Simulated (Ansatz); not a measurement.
# Sc under changes of volume

One of the cells (25.002 Å³/atom); the others are scaled copies at fixed shape and fractional positions:

```
CELL_PARAMETERS angstrom
3.30900 0.00000 0.00000
-1.65450 2.86568 0.00000
0.00000 0.00000 5.27330
ATOMIC_POSITIONS crystal
Sc 0.66667 0.33333 0.75000
Sc 0.33333 0.66667 0.25000
```

* Program: Ansatz 0.2.0
* Functional: PBE-LYP
* Potentials or basis: all-electron LAPW, point nuclei
* Cutoff: 168 eV (chosen from the basis error)
* Basis error allowed: 0.001 eV/atom
* k mesh: 7 × 7 × 4
* Occupations: fermi-dirac, width 0.01 eV
* Spin: non-collinear spin, random start
* Starting moments: [[0.062, -0.457, -0.352], [0.327, 0.304, 0.058]] μB

| volume (Å³/atom) | energy over the lowest point (meV/atom) | pressure (GPa) |
| --- | --- | --- |
| 23.502 | ? | ? |
| 24.002 | 6.85 | 2.3 |
| 24.502 | 1.59 | 1.1 |
| 25.002 | 0.00 | 0.0 |
| 25.502 | 1.76 | -1.1 |
| 26.002 | 6.57 | -2.0 |
| 26.502 | 14.17 | -2.9 |

Question: What does the run at 23.502 Å³/atom give?

Answer: Energy over the lowest point 16.12 meV/atom; pressure 3.7 GPa.

Worked out: A Birch-Murnaghan fit of order 3 (a polynomial in V^(-2/3)) to the other rows has its minimum at 24.98 Å³/atom with B0 = V·E''(V) = 54 GPa and B' = 3.6 at fixed shape and positions, which overstates the stiffness. It gives 16.14 meV/atom at 23.502 Å³/atom, against the run's 16.12, and -dE/dV = 3.7 GPa, against 3.7.

Energies are extrapolated to zero smearing.

Caveats: the k mesh is thin for a metal, which can move the energy by tens of meV per atom; the starting moments weren't kept.
